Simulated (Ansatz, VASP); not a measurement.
# Two plane-wave programs on Ta

The input INCAR:

```
PREC     = Accurate       # precision mode
ENCUT    = 520            # plane-wave cutoff, eV
EDIFF    = 1E-7           # SCF threshold, eV
ISMEAR   = -1             # smearing method
SIGMA    = 0.05           # smearing width, eV
LREAL    = F              # projectors in reciprocal space
LASPH    = T              # aspherical terms in the spheres
NELM     = 60             # most SCF steps
ALGO     = Normal         # electronic algorithm
ISIF     = 2              # what is computed and relaxed
LWAVE    = F              # write WAVECAR
LCHARG   = F              # write CHGCAR
GGA      = PE             # functional
NBANDS   = 18             # bands
```

KPOINTS

```
regular mesh
0
Gamma
  11 11 5
```

File POSCAR:

```
Ta
1.0
    2.9385392399      0.0000000000      0.0000000000
   -1.4692696200      2.5448496318      0.0000000000
    0.0000000000      0.0000000000      5.2342590858
Ta
2
Direct
    0.3333333333      0.6666666667      0.2500000000
    0.6666666667      0.3333333333      0.7500000000
```

File input.yaml:

```yaml
crystal:
  lattice:
    - [2.9385392399, 0.0, 0.0]
    - [-1.46926962, 2.5448496318, 0.0]
    - [0.0, 0.0, 5.2342590858]
  atoms:
    - { symbol: Ta, position: [0.3333333333, 0.6666666667, 0.25] }
    - { symbol: Ta, position: [0.6666666667, 0.3333333333, 0.75] }
hamiltonian:
  xc: pbe
  pseudopotentials: { kind: paw }
kpoints:
  mp_grid: { grid: [11, 11, 5] }
scf:
  occupations: { method: fermi_dirac, width: 0.05 }
output:
  forces: true
  stress: true
  eigenvalues: true
  write_density: true
  write_potential: true
  elf: true
  volumetric_format: npy
```

This isn't the form of Ta at room conditions, which is bcc.

Alike in both runs: task single point; functional PBE; k mesh 11 × 11 × 5; occupations fermi-dirac, width 0.05 eV; no spin polarisation.

```csv
,VASP,Ansatz
version,VASP 6.6.1,Ansatz 0.2.0
potentials or method,"VASP PAW PBE potentials, release 64 (Ta_pv)",Ansatz PAW
plane-wave cutoff (eV),520,420
valence electrons in the cell,22,26
```

```tsv
	VASP	Ansatz	Ansatz less VASP
gap on the k mesh at the Fermi level (eV)	none	none	-
pressure (GPa)	-7.7	-7.7	-0.02
largest component of the traceless stress (GPa)	1.03	1.01	-0.021
```

A gap of «none» marks a metal or a gap that the smearing closes. The two sets of potentials don't hold the same shells in valence.

Spin-orbit coupling is left out, which matters for the levels of Ta.
